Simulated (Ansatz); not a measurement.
Sb:

```
Sb
1.0
     2.15420    1.24373    3.75800
    -2.15420    1.24373    3.75800
     0.00000   -2.48746    3.75800
Sb
2
Direct
  0.76651 0.76651 0.76651
  0.23349 0.23349 0.23349
```

| Property | Result |
| --- | --- |
| Program | Ansatz 0.2.0 |
| Task | relaxation of cell and atoms |
| Functional | PBE |
| Potentials or basis | all-electron LAPW, scalar-relativistic |
| Basis error allowed | 0.001 eV/atom |
| k mesh | 8 × 8 × 8 |
| Occupations | fermi-dirac, width 0.05 eV |
| Spin | no spin polarisation |

At the start: volume 30.21 Å³/atom.

**Question.** How do energy, volume and symmetry change on relaxing?

**Answer.** Over 6 steps the energy falls by 12.6 meV/atom and the volume is 31.93 Å³/atom (+5.7 %); space group R-3m (No. 166, to 0.05 Å).

The path:
| step | energy change (eV) | largest force (eV/Å) | volume (Å³) |
| --- | --- | --- | --- |
| 1 | 0.0000 | 0.1591 | 60.41 |
| 2 | -0.0111 | 0.2586 | 65.31 |
| 3 | -0.0243 | 0.0468 | 63.60 |
| 4 | -0.0249 | 0.0196 | 63.53 |
| 5 | -0.0253 | 0.0008 | 63.85 |
| 6 | -0.0253 | 0.0008 | 63.85 |

Final structure:
```xyz
2
Lattice="2.1894 1.2640 3.8453 -2.1894 1.2640 3.8453 0.0000 -2.5281 3.8453" Properties=species:S:1:pos:R:3 pbc="T T T"
Sb    0.0000    0.0000    8.8558
Sb    0.0000    0.0000    2.6802
```
